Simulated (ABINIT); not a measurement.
An input for ABINIT 10.8.3 (RbBr (Fm-3m)):

```
acell 3*1.0 Angstrom
rprim 
  0.000000000000 3.427000000000 3.427000000000
  3.427000000000 0.000000000000 3.427000000000
  3.427000000000 3.427000000000 -0.000000000000
ntypat 2
znucl 37 35
natom 2
typat 1 2
xred 
  0.000000000000 0.000000000000 0.000000000000
  0.500000000000 0.500000000000 0.500000000000
pp_dirpath "pseudos"
pseudos "Rb.upf, Br.upf"
ecut 19
ngkpt 4 4 4
nshiftk 1
shiftk 0 0 0
kptopt 1
chksymbreak 0
istwfk *1
occopt 1
irdwfk 1
optdriver 3
nband 272
ecuteps 7
inclvkb 2
awtr 1
symchi 1
irdqps 1
gwcalctyp 28
nqptdm 7
qptdm 
  0.2500000000 0.0000000000 0.0000000000
  0.5000000000 0.0000000000 0.0000000000
  0.2500000000 0.2500000000 0.0000000000
  0.5000000000 0.2500000000 0.0000000000
  -0.2500000000 0.2500000000 0.0000000000
  0.5000000000 0.5000000000 0.0000000000
  -0.2500000000 0.5000000000 0.2500000000
indata_prefix "in"
outdata_prefix "out"
tmpdata_prefix "tmp"
```

The database entry behind the starting cell differs from later determinations by our own check (about 0.5 % short), so it need not match the best structure at ambient conditions.

```sh
OMP_NUM_THREADS=1 mpirun -n 4 abinit run.abi > log; mrgscr < mrgscr.stdin
```

Question: How long will it take on 4 MPI ranks of Arm Neoverse V1, shared host, and how much memory?

It took 100 s; on shared hardware allow 50 s to 3.3 min. Peak host memory was 1.4 GiB.

[Paths, hosts, dates, memory and timing lines, banners, echoed tables and standing remarks are left out of the program output.]

[Logs are printed without paths, hosts, clocks, repeated set-up lines and the standing remarks that a program may print on its own settings, such as how far it seeks lower states.]

[Runs of the session that timed out or met a known fault of the program may be left out.]

[Hosts, paths, dates, database ids (printed as entryN), source tags and the programs' standing remarks are cut or masked in the printed files.]

[G0W0 gaps are taken among the corrected bands and points alone; a level outside them can change the order at an edge.]

[Where Ansatz stands beside ABINIT at settings called matched, ABINIT's density can come from a denser mesh and the files from another edition; pairs whose starting gaps differed by over 0.03 eV were left out, so agreement reads better than it is.]
